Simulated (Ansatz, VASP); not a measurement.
# Cross-check of ZnO (zincite) between VASP and Ansatz

One calculation is typed for both programs; each brings its own data sets and cutoff. How far apart do they land? The cell is a member of a volume series, scaled by 1.015 from a relaxed one, so a pressure remains. Other levels of theory on this material are compared in a session of their own.

Method: plane waves, with VASP 6.6.1 beside it; single point at PBEsol and single point at PBE, in Ansatz 0.2.0.

### Step 1. The starting structure

Symmetry: P6_3mc, No. 186, hexagonal system. Conventional cell: a = 3.253 Å, b = 3.253 Å, c = 5.251 Å, α = 90.00°, β = 90.00°, γ = 120.00°. Nearest to Zn lie 4 O at 1.98 to 1.99 Å. Nearest to O lie 4 Zn at 1.98 to 1.99 Å. Farther neighbours and most contacts between anions are not listed.

### Step 2. VASP: single point, PBEsol, volume scaled by 1.015

A single point gives forces, pressure and levels at one fixed geometry, so differences don't come from the geometry; what else differs is listed under the comparison.

Lines of VASP's logs that name or quote its potential files are left out, and so is its time.

The input asks for a relaxation, which ended at its first step since no free force or stress exceeded the threshold; so it serves as a single point.

The input, INCAR:

```
SYSTEM = ZnO
PREC = Accurate
ENCUT = 520
EDIFF = 1E-06
NELM = 100
ISMEAR = 0
SIGMA = 0.03
LREAL = .FALSE.
ALGO = Normal
GGA = PS
NBANDS = 24
LORBIT = 11
LWAVE = .FALSE.
LCHARG = .FALSE.
KPAR = 8
IBRION = 2
NSW = 30
ISIF = 4
EDIFFG = -0.01
```

The input, POSCAR:

```
ZnO
1.0
    3.2528006438      0.0000000000      0.0000000000
   -1.6264003220      2.8170079910      0.0000000000
    0.0000000000      0.0000000000      5.2514214998
Zn O
2 2
Direct
    0.6666666667      0.3333333333      0.0000327458
    0.3333333333      0.6666666667      0.5000327458
    0.3333333333      0.6666666667      0.8789772542
    0.6666666667      0.3333333333      0.3789772542
```

The input, KPOINTS:

```
Automatic mesh
0
Gamma
9 9 4
0 0 0
```

Potentials, in the order of the species: Zn and O (PBE family, release 64).

Launch:

```
mpirun -np 8 vasp_std
```

Numbers of over 12 decimals in the logs are rounded to 6 here.

The log of the run:

```text
[banner, memory and clock lines left out]
running    8 mpi-ranks, on    1 nodes
 distrk:  each k-point on    1 cores,    8 groups
 distr:  one band on    1 cores,    1 groups

 POSCAR found type information on POSCAR ZnO
 POSCAR found :  2 types and       4 ions
|                                                                             |
|           W    W    AA    RRRRR   N    N  II  N    N   GGGG   !!!           |
|           W    W   A  A   R    R  NN   N  II  NN   N  G    G  !!!           |
|           W    W  A    A  R    R  N N  N  II  N N  N  G       !!!           |
|           W WW W  AAAAAA  RRRRR   N  N N  II  N  N N  G  GGG   !            |
|           WW  WW  A    A  R   R   N   NN  II  N   NN  G    G                |
|           W    W  A    A  R    R  N    N  II  N    N   GGGG   !!!           |
|                                                                             |
|     For optimal performance we recommend to set                             |
|       NCORE = 2 up to number-of-cores-per-socket                            |
|     NCORE specifies how many cores store one orbital (NPAR=cpu/NCORE).      |
|     This setting can greatly improve the performance of VASP for DFT.       |
|     The default, NCORE=1 might be grossly inefficient on modern             |
|     multi-core architectures or massively parallel machines. Do your        |
|     Unfortunately you need to use the default for GW and RPA                |
|     calculations (for HF NCORE is supported but not extensively tested      |
|     yet).                                                                   |
|                                                                             |

|                                                                             |
|               ----> ADVICE to this user running VASP <----                  |
|                                                                             |
|     You enforced a specific xc type in the INCAR file but a different       |
|     [... a line on the potential file left out ...]
|     I HOPE YOU KNOW WHAT YOU ARE DOING!                                     |
|                                                                             |

 LDA part: xc-table for (Slater+PW92), standard interpolation
 POSCAR, INCAR and KPOINTS ok, starting setup
 FFT: planning ... GRIDC
 FFT: planning ... GRID_SOFT
 FFT: planning ... GRID
 WAVECAR not read
 entering main loop
       N       E                     dE             d eps       ncg     rms          rms(c)
DAV:   1     0.281746988036E+03    0.28175E+03   -0.18439E+04  1744   0.217E+03
DAV:   2     0.600896411945E+01   -0.27574E+03   -0.26173E+03  1936   0.423E+02
DAV:   3    -0.217697377247E+02   -0.27779E+02   -0.27542E+02  2008   0.141E+02
DAV:   4    -0.222039786631E+02   -0.43424E+00   -0.43401E+00  1968   0.184E+01
DAV:   5    -0.222066810276E+02   -0.27024E-02   -0.27023E-02  1992   0.139E+00    0.138E+01
DAV:   6    -0.193092036350E+02    0.28975E+01   -0.78413E+00  3072   0.658E+01    0.889E+00
DAV:   7    -0.194486676318E+02   -0.13946E+00   -0.23638E+00  1832   0.169E+01    0.527E+00
DAV:   8    -0.194514772977E+02   -0.28097E-02   -0.59810E-01  2344   0.742E+00    0.163E+00
DAV:   9    -0.194021558567E+02    0.49321E-01   -0.11269E-01  2632   0.649E+00    0.360E-01
DAV:  10    -0.194040728726E+02   -0.19170E-02   -0.40819E-02  1752   0.144E+00    0.119E-01
DAV:  11    -0.194040434928E+02    0.29380E-04   -0.82967E-04  2032   0.264E-01    0.257E-02
DAV:  12    -0.194040696744E+02   -0.26182E-04   -0.33779E-05  1840   0.507E-02    0.231E-02
DAV:  13    -0.194040673791E+02    0.22952E-05   -0.60529E-06  2056   0.274E-02    0.118E-02
DAV:  14    -0.194040652082E+02    0.21709E-05   -0.38668E-06  2128   0.321E-02    0.366E-03
DAV:  15    -0.194040650466E+02    0.16163E-06   -0.14329E-06  1120   0.101E-02
   1 F= -.19404065E+02 E0= -.19404065E+02  d E =-.194041E+02
 curvature:   0.00 expect dE= 0.000E+00 dE for cont linesearch  0.000E+00
 trial: gam= 0.00000 g(F)=  0.922E-07 g(S)=  0.718E-07 ort = 0.000E+00 (trialstep = 0.100E+01)
 search vector abs. value=  0.164E-06
 reached required accuracy - stopping structural energy minimisation
```

OUTCAR, selected parts (step 2):

```text
ion  position               nearest neighbor table
   1  0.667  0.333  0.000-   3 1.98   3 1.98   3 1.98   4 1.99
   2  0.333  0.667  0.500-   4 1.98   4 1.98   4 1.98   3 1.99
   3  0.333  0.667  0.879-   1 1.98   1 1.98   1 1.98   2 1.99
   4  0.667  0.333  0.379-   2 1.98   2 1.98   2 1.98   1 1.99

  LATTYP: Found a hexagonal cell.
 ALAT       =     3.2528006438
 C/A-ratio  =     1.6144307859

 Subroutine GETGRP returns: Found 12 space group operations
 (whereof  6 operations were pure point group operations)

The static configuration has the point symmetry C_3v.
 The point group associated with its full space group is C_6v.

 Found     36 irreducible k-points:

   k-points           NKPTS =     36   k-points in BZ     NKDIM =     36   number of bands    NBANDS=     24

   dimension x,y,z NGX =    24 NGY =   24 NGZ =   40
   dimension x,y,z NGXF=    48 NGYF=   48 NGZF=   80

   ENCUT  =  520.0 eV  38.22 Ry    6.18 a.u.   6.05  6.05  9.76*2*pi/ulx,y,z

   NELECT =      36.0000    total number of electrons

 k-points in reciprocal lattice and weights: Automatic mesh
   0.00000000  0.00000000  0.00000000       0.003
   0.11111111  0.00000000  0.00000000       0.019
   0.22222222 -0.00000000  0.00000000       0.019
   0.33333333  0.00000000  0.00000000       0.019
   0.44444444 -0.00000000  0.00000000       0.019
   0.11111111  0.11111111  0.00000000       0.019
   0.22222222  0.11111111  0.00000000       0.037
   0.33333333  0.11111111  0.00000000       0.037
   0.44444444  0.11111111  0.00000000       0.019
[...]
0.33333333  0.22222222  0.50000000       0.037
   0.33333333  0.33333333  0.50000000       0.006

 average (electrostatic) potential at core
       1 -35.7354       2 -35.7354       3 -73.2523       4 -73.2523

 E-fermi :   1.1842

 k-point     1 :       0.0000    0.0000    0.0000
  band No.  band energies     occupation
    ...
     14       0.1677      2.00000
     15       0.1677      2.00000
     16       0.8687      2.00000
     17       0.9559      2.00000
     18       0.9559      2.00000
     19       1.6142      0.00000
     20       6.0323      0.00000
     21       8.9841      0.00000
     22      13.6803      0.00000
     23      13.6803      0.00000
    ...

 k-point     2 :       0.1111    0.0000    0.0000
  band No.  band energies     occupation
    ...
     14      -0.2816      2.00000
     15       0.0045      2.00000
     16       0.2354      2.00000
     17       0.7877      2.00000
     18       0.8685      2.00000
     19       2.4993      0.00000
     20       6.5392      0.00000
     21       8.9773      0.00000
     22      12.4884      0.00000
     23      13.7952      0.00000
    ...

 k-point     3 :       0.2222   -0.0000    0.0000
  band No.  band energies     occupation
    ...
     14      -1.2810      2.00000
     15      -0.5735      2.00000
     16      -0.4075      2.00000
     17       0.5356      2.00000
     18       0.6355      2.00000
     19       3.7641      0.00000
     20       7.6013      0.00000
     21       8.9382      0.00000
     22      10.7884      0.00000
     23      12.6600      0.00000
    ...

  Total       -0.5938105     -0.5938105     -0.5908220      0.0000000      0.0000000      0.0000000
  in kB      -19.7713371    -19.7713371    -19.6718326      0.0000000      0.0000000      0.0000000
  external PRESSURE =     -19.7381689 kB  Pullay stress =       0.0000000 kB

  energy-cutoff  :      520.00
  volume of cell :       48.12
      direct lattice vectors                 reciprocal lattice vectors
     3.252800644  0.000000000  0.000000000     0.307427386  0.177493284  0.000000000
    -1.626400322  2.817007991  0.000000000     0.000000000  0.354986568  0.000000000
     0.000000000  0.000000000  5.251421500     0.000000000  0.000000000  0.190424631

 POSITION                                       TOTAL-FORCE (eV/Angst)
 -----------------------------------------------------------------------------------
      1.62640      0.93900      0.00017         0.000000     -0.000000      0.000691
     -0.00000      1.87801      2.62588        -0.000000      0.000000      0.000691
     -0.00000      1.87801      4.61588        -0.000000      0.000000     -0.000691
      1.62640      0.93900      1.99017         0.000000     -0.000000     -0.000691
 -----------------------------------------------------------------------------------
    total drift:                               -0.000000     -0.000001     -0.000570

  FREE ENERGIE OF THE ION-ELECTRON SYSTEM (eV)
  ---------------------------------------------------
  free  energy   TOTEN  =       -19.4040650466 eV

  energy  without entropy=      -19.4040650466  energy(sigma->0) =      -19.40406505

 reached required accuracy - stopping structural energy minimisation

 total charge
# of ion       s       p       d       tot
------------------------------------------
    1        0.460   0.485   9.899  10.844
    2        0.460   0.485   9.899  10.844
    3        1.544   3.431   0.000   4.975
    4        1.544   3.431   0.000   4.975
--------------------------------------------------
tot          4.008   7.832  19.798  31.638

[... 3 further parts left out ...]
```

CONTCAR:

```
ZnO
   1.00000000000000
     3.2528006438000001    0.0000000000000000    0.0000000000000000
    -1.6264003220000001    2.8170079910000001    0.0000000000000000
     0.0000000000000000    0.0000000000000000    5.2514214998000002
  Zn              O
     2     2
Direct
     0.6666666667000030    0.3333333332999970    0.0000327457999987
     0.3333333332999970    0.6666666667000030    0.5000327457999987
     0.3333333332999970    0.6666666667000030    0.8789772542000023
     0.6666666667000030    0.3333333332999970    0.3789772542000023
```

### Step 3. Ansatz: single point, PBEsol, volume scaled by 1.015

Ansatz runs on its default PAW (the set named soft_2) files.

The same cell, functional, mesh and smearing now go to Ansatz, which takes its cutoff from its data sets.

The input, input.yaml:

```yaml
crystal:
  lattice:
    - [3.25280064, 0.0, 0.0]
    - [-1.62640032, 2.81700799, 0.0]
    - [0.0, 0.0, 5.2514215]
  atoms:
    - { symbol: Zn, position: [0.66666667, 0.33333333, 3.275e-05] }
    - { symbol: Zn, position: [0.33333333, 0.66666667, 0.50003275] }
    - { symbol: O, position: [0.33333333, 0.66666667, 0.87897725] }
    - { symbol: O, position: [0.66666667, 0.33333333, 0.37897725] }
hamiltonian:
  xc: pbesol
  pseudopotentials: { kind: paw }
kpoints:
  mp_grid: { grid: [9, 9, 4] }
scf:
  occupations: { method: gaussian, width: 0.03 }
  n_extra_bands: 5
output:
  forces: true
  stress: true
  eigenvalues: true
```

Launch:

```
ansatz run input.yaml --threads 2 --pin off --max-ram 4608MiB --backend cpu --events-out ev --progress --plain --runs-dir out
```

The log of the run:

```text
scf.n_extra_bands = 5 over 18 filled bands (N_el = 36.0): the run solves 23 bands
Engine: ansatz 0.2.0, aarch64-unknown-linux-gnu
Pseudopotentials: kind: paw
Pseudopotential: Zn, paw, valence charge 12, recommended cutoff 420 eV (normal), Zn.paw.azcp
Pseudopotential: O, paw, valence charge 6, recommended cutoff 420 eV (normal), O.paw.azcp
Functional definition: PBEsol
  exchange = pbesol_x
  correlation = pbesol_c
Crystal: 4 atoms, lattice volume = 48.120 Å³
Basis set: ecut = 420 eV, 965 PW (Γ), exchange–correlation on 48×48×72 points (8 copies of the dense FFT grid, shifted against one another)
Bands: 23, of which v1, the nominal top of the filled ones, is band 18 counted from 1 (17 counted from 0)
Symmetry: 12 space group operations
Space group: P63mc (ITA 186), of the structure as read, at distance tolerance 3.6e-5 Å
k-points: 36 of 324 (time reversal used)
Non-local potential: Zn, projectors of the file, l = 0: 2, l = 1: 2, l = 2: 3, l = 3: 1
Non-local potential: O, projectors of the file, l = 0: 2, l = 1: 2, l = 2: 1
PAW form: soft (Blöchl's): semilocal exchange-correlation on the pseudo side does not see the compensation charge
PAW frozen core: Zn, regenerated for the run's functional, and the local potential with it (the file was generated under x = pbe(κ = 0.804, μ = 0.219515), c = pbe(β = 0.066725))
PAW frozen core: O, regenerated for the run's functional, and the local potential with it (the file was generated under x = pbe(κ = 0.804, μ = 0.219515), c = pbe(β = 0.066725))
PAW one-centre angular grid: Zn, 590 points (default); XC on 64 Gauss nodes
PAW one-centre angular grid: O, 110 points (default); XC on 64 Gauss nodes
Initial density: superposition of atomic densities (neutral atoms: chi_scale 0, normalization atom), corrected by the library's trained network
Initial wavefunctions: pseudopotential atomic-orbital guess
Functional: x = pbesol(κ = 0.804, μ = 0.123457), c = pbesol(β = 0.046)
SCF iter   1: F=—  HF=-7684.273138 eV  |F-HF|=—  |Δ(HF+E_count)|=         —  Δρ=1.58e-2  dr2=9.71e-2  ethr=1.77e-3  ⟨swp⟩=6.1  Hψ=3775  notcnv=0
preconditioner: auto → Resta (q_TF=auto, 2.599 Å⁻¹)  ε∞=6.9  [insulator: Δε(μ)=0.533 eV  Ē_g=13.205 eV  σ=0.030 eV  W_gap=1.00  n_scr=22 (ndim 8)  ℏωp=32.1 eV  f_vac=0.037  D(μ)=0.00/eV (n_scr^D=0)  ε∞_Penn≈6.9]
SCF iter   2: F=—  HF=-7684.248049 eV  |F-HF|=—  |Δ(HF+E_count)|=   2.51e-2  Δρ=2.18e-3  dr2=1.02e-3  ethr=2.70e-4  ⟨swp⟩=3.0  Hψ=1903  notcnv=0  defer=36
SCF iter   3: F=—  HF=-7684.248042 eV  |F-HF|=—  |Δ(HF+E_count)|=   7.76e-6  Δρ=1.13e-3  dr2=4.68e-4  ethr=2.84e-6  ⟨swp⟩=1.3  Hψ=944  notcnv=0  defer=36
SCF iter   4: F=—  HF=-7684.248051 eV  |F-HF|=—  |Δ(HF+E_count)|=   9.77e-6  Δρ=4.84e-4  dr2=9.50e-5  ethr=1.30e-6  ⟨swp⟩=1.0  Hψ=792  notcnv=0  defer=36
SCF iter   5: F=—  HF=-7684.248077 eV  |F-HF|=—  |Δ(HF+E_count)|=   2.55e-5  Δρ=1.98e-4  dr2=1.31e-5  ethr=2.64e-7  ⟨swp⟩=2.0  Hψ=1325  notcnv=0  defer=36
SCF iter   6: F=—  HF=-7684.248070 eV  |F-HF|=—  |Δ(HF+E_count)|=   6.50e-6  Δρ=2.61e-5  dr2=2.74e-7  ethr=3.63e-8  ⟨swp⟩=2.0  Hψ=1368  notcnv=0  defer=36
SCF iter   7: F=-7684.248071 eV  HF=-7684.248071 eV  |F-HF|=5.73e-8  |Δ(HF+E_count)|=   4.02e-7  Δρ=8.68e-6  dr2=3.76e-8  ethr=2.78e-10  ⟨swp⟩=7.6  Hψ=3839  notcnv=0
SCF 1 converged in 7 iterations: F = -7684.248071 eV  dr2 = 3.76e-8
  greatest PAW one-centre occupation: 0.987 electrons in one spin orbital (limit 2), on the Zn atom at site 0 (counted from 0), in its partial waves of l = 2
SCF converged after 7 iterations
Free energy (F): -7684.248071 eV
Harris-Foulkes:  -7684.248071 eV  (|F-HF|=5.73e-8)
Internal energy: -7684.248071 eV  (E = F + TS)
E sigma→0 (E₀):  -7684.248071 eV
Fermi energy:    7.243238 eV
--- Per-component energies (eV) ---
  E_band       = 54.947641
  E_kinetic    = 609.601483
  E_local      = -4018.116637  (includes V_loc(G=0)·N_el)
  E_nonlocal   = 1338.015353
  E_hartree    = 1645.882108
  E_xc         = -414.565579
  E_vxc        = -288.940552  (∫ρ·V_xc dr)
  E_paw        = -3894.672136  (= ΣΔE_a)
  E_vpaw       = -877.386906  (= ΣTr[D̂ρ^β])
  E_aug_tail   = 0.004145  (compensation charges beyond the density's cutoff)
  E_ewald      = -2952.062093
  E_core_change = 1.665286  (= ΣΔE_core)
  E_smearing   = -0.000000  (= −TS)
  E_closure    = 0.000000  (closes the sum)
  Σ components = -7684.248071   (vs F -7684.248071, Δ=0.00e0)
--- Forces (eV/Å), atoms counted from 1 ---
  atom   1  Zn    -0.00000000     0.00000000    -0.00073128
  atom   2  Zn    -0.00000000    -0.00000000    -0.00073128
  atom   3  O      0.00000000     0.00000000     0.00073425
  atom   4  O      0.00000000    -0.00000000     0.00073425
  max |Σ_I F_I| component: 5.94e-6 eV/Å
--- Stress (GPa, compression-positive) ---
       -2.929165       0.000000       0.000000
        0.000000      -2.929165       0.000000
        0.000000       0.000000      -2.928086
  P = ⅓ Tr σ = -2.9288 GPa (-29.288 kbar)
--- Band table (eV; the first three rows and the last of 36) ---
  k-point 0: bands = [... 14 lower, 6.1197, 6.8178, 6.9052, 6.9052, 7.5804, 12.0053, 14.9400, 19.6639, ... 1 higher]
  k-point 1: bands = [... 14 lower, 6.2368, 6.2368, 6.7928, 6.7928, 8.7352, 11.4915, 15.4132, 18.9851, ... 1 higher]
  k-point 2: bands = [... 14 lower, 6.5170, 6.5170, 6.5170, 6.5170, 10.2479, 10.2479, 16.7935, 16.7935, ... 1 higher]
  k-point 35: bands = [... 14 lower, 4.2222, 4.2222, 5.6624, 5.6624, 14.7377, 14.7377, 14.7513, 14.7513, ... 1 higher]
```

Elapsed: 3.8 s, on 2 threads of Arm Neoverse N1, shared host; peak memory 0.34 GiB.

Reading the cycles: dr2 is the Hartree energy of the density residual (eV), the measure of convergence; HF is the Harris–Foulkes estimate of the energy, which meets the free energy F at convergence.

The run ends at a pressure of -2.93 GPa, with forces up to 7.3e-4 eV/Å.

### Step 4. Side by side

Known differences besides the potentials themselves: the cutoff is 420 eV in Ansatz and 520 eV in VASP; Ansatz makes its cores anew for this functional, VASP keeps those of its PBE data sets; VASP leaves aspherical gradient terms in its spheres out (LASPH is not set), Ansatz keeps them. Total energies have different zeros and are not compared.

Both answers:

```
                                        quantity  Ansatz   VASP  difference
                                  pressure (GPa)   -2.93  -1.97       -0.95
pressure without Ansatz's Pulay correction (GPa)   -3.68  -1.97       -1.71
                          gap on the k mesh (eV)   0.675  0.658      +0.017
```

A gap on the mesh is an upper bound, since the band edges may lie between its points. Ansatz's pressure holds a Pulay correction of 0.75 GPa; VASP's holds none.

(Part 1 of 2 ends here.)

[Lines on the potential files, build, host, timing and source positions are cut from VASP's logs without a mark.]

[Logs are printed without paths, hosts, clocks, repeated set-up lines and the standing remarks that a program may print on its own settings, such as how far it seeks lower states.]

[Hosts, paths, dates, database ids (printed as entryN), source tags and the programs' standing remarks are cut or masked in the printed files.]
